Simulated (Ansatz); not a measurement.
Strain and the gap of MgO (wurtzite)

MgO in the wurtzite structure, relaxed with r2SCAN in Ansatz 0.2.0. It is hexagonal, P6_3mc (No. 186); conventional cell a = 3.288 Å, c = 5.034 Å, 11.79 Å³ an atom. Mg is surrounded by 4 O at 1.97–1.99 Å; O is surrounded by 4 Mg at 1.97–1.99 Å.

The axes x, y and z are those of this cell:
```xyz
4
Lattice="3.2882 0.0000 0.0000 -1.6441 2.8477 0.0000 0.0000 0.0000 5.0344" Properties=species:S:1:pos:R:3 pbc="T T T"
Mg    0.0000    1.8985   -0.0495
Mg    1.6441    0.9492    2.4677
O     0.0000    1.8985    1.9374
O     1.6441    0.9492    4.4546
```

Unstrained: PBE gives a direct gap of 3.556 eV at Γ. r2SCAN gives a direct gap of 4.223 eV at Γ. With HSE06 the gap is 5.158 eV and direct, at Γ. Meshes: PBE 12×12×6, r2SCAN 12×12×6, HSE06 6×6×4. Strains are changes of length per length. After each strain the atoms were relaxed again with r2SCAN within the symmetry that the strain leaves, so tilts or polar shifts that break it weren't tested; points keep the names that they have in the unstrained zone. Note: simulated data, non-magnetic, for a generated structure that need not be the stable one.

Changes of the least gap in eV (an overlap counts as a negative gap):
```csv
strain,volume change (%),space group,PBE,r2SCAN,HSE06,"energy rise, r2SCAN (meV/atom)"
isotropic -4.0 % on every length,-11.5,P6_3mc,+0.698,+0.735,+0.769,75.7
isotropic -3.0 % on every length,-8.7,P6_3mc,+0.514,+0.539,+0.566,41.3
isotropic -2.0 % on every length,-5.9,P6_3mc,+0.336,+0.352,+0.371,17.8
isotropic -1.0 % on every length,-3.0,P6_3mc,+0.165,+0.172,+0.182,4.3
isotropic +1.0 % on every length,+3.0,P6_3mc,-0.156,-0.167,-0.174,4.0
isotropic +2.0 % on every length,+6.1,P6_3mc,-0.306,-0.326,-0.342,15.7
isotropic +3.0 % on every length,+9.3,P6_3mc,-0.451,-0.478,-0.503,34.3
isotropic +4.0 % on every length,+12.5,P6_3mc,-0.589,-0.624,-0.658,59.2
```

Isotropic -4.0 % on every length. HSE06: the gap goes from 5.158 to 5.927 eV (+0.769 eV). Stress change with r2SCAN, compression positive: xx +21.35, yy +21.35, zz +16.58 GPa. For HSE06, dE_g/d ln V = -6.3 eV over this step.

Isotropic -3.0 % on every length. HSE06: the gap goes from 5.158 to 5.724 eV (+0.566 eV). Stress change with r2SCAN, compression positive: xx +14.96, yy +14.96, zz +11.65 GPa. For HSE06, dE_g/d ln V = -6.2 eV over this step.

Isotropic -2.0 % on every length. HSE06: the gap goes from 5.158 to 5.529 eV (+0.371 eV). Stress change with r2SCAN, compression positive: xx +9.32, yy +9.32, zz +7.27 GPa. For HSE06, dE_g/d ln V = -6.1 eV over this step.

Isotropic -1.0 % on every length. HSE06: the gap goes from 5.158 to 5.340 eV (+0.182 eV). Stress change with r2SCAN, compression positive: xx +4.36, yy +4.36, zz +3.40 GPa. For HSE06, dE_g/d ln V = -6.0 eV over this step.

Isotropic +1.0 % on every length. HSE06: the gap goes from 5.158 to 4.984 eV (-0.174 eV). Stress change with r2SCAN, compression positive: xx -3.80, yy -3.80, zz -3.04 GPa. For HSE06, dE_g/d ln V = -5.8 eV over this step.

Isotropic +2.0 % on every length. HSE06: the gap goes from 5.158 to 4.816 eV (-0.342 eV). Stress change with r2SCAN, compression positive: xx -7.13, yy -7.13, zz -5.70 GPa. For HSE06, dE_g/d ln V = -5.8 eV over this step.

Isotropic +3.0 % on every length. HSE06: the gap goes from 5.158 to 4.655 eV (-0.503 eV). Stress change with r2SCAN, compression positive: xx -10.02, yy -10.02, zz -8.04 GPa. For HSE06, dE_g/d ln V = -5.7 eV over this step.

Isotropic +4.0 % on every length. HSE06: the gap goes from 5.158 to 4.500 eV (-0.658 eV). Stress change with r2SCAN, compression positive: xx -12.51, yy -12.51, zz -10.10 GPa. For HSE06, dE_g/d ln V = -5.6 eV over this step.

The meshes of the hybrids are coarse, so their gaps aren't converged to the digits shown.
